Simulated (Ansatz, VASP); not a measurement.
**Two plane-wave programs on Ir**

```xyz
1
Lattice="0.0000 1.8841 1.8841 1.8841 0.0000 1.8841 1.8841 1.8841 0.0000" Properties=species:S:1:pos:R:3 pbc="T T T"
Ir    0.0000    0.0000    0.0000
```

Alike in both runs: functional PBEsol; k mesh 20 × 20 × 20; occupations fermi-dirac, width 0.15 eV; no spin polarisation.

Ansatz relaxed the structure, and its values are those at the end. VASP's run is a single point on that final structure, the one shown.

|  | VASP | Ansatz |
| --- | --- | --- |
| version | VASP 6.6.1 | Ansatz 0.2.0 |
| potentials or method | VASP PAW PBE potentials, release 64 (Ir) | scalar-relativistic, plane waves, PAW |
| plane-wave cutoff (eV) | 520 | 420 |
| valence electrons in the cell | 9 | 17 |

|  | VASP | Ansatz | Ansatz less VASP |
| --- | --- | --- | --- |
| gap on the k mesh at the Fermi level (eV) | none | none | - |
| pressure (GPa) | 23.5 | 22.0 | -1.46 |

A gap of «none» marks a metal or a gap that the smearing closes. The two sets of potentials don't hold the same shells in valence.

Caveats: so large a pressure means that the cell lies far from this level's equilibrium, or that cutoff or potentials fall short (VASP); the potentials were made for another functional, which shifts forces and pressure (VASP). The runs have no spin-orbit coupling, so splittings on Ir are missing.
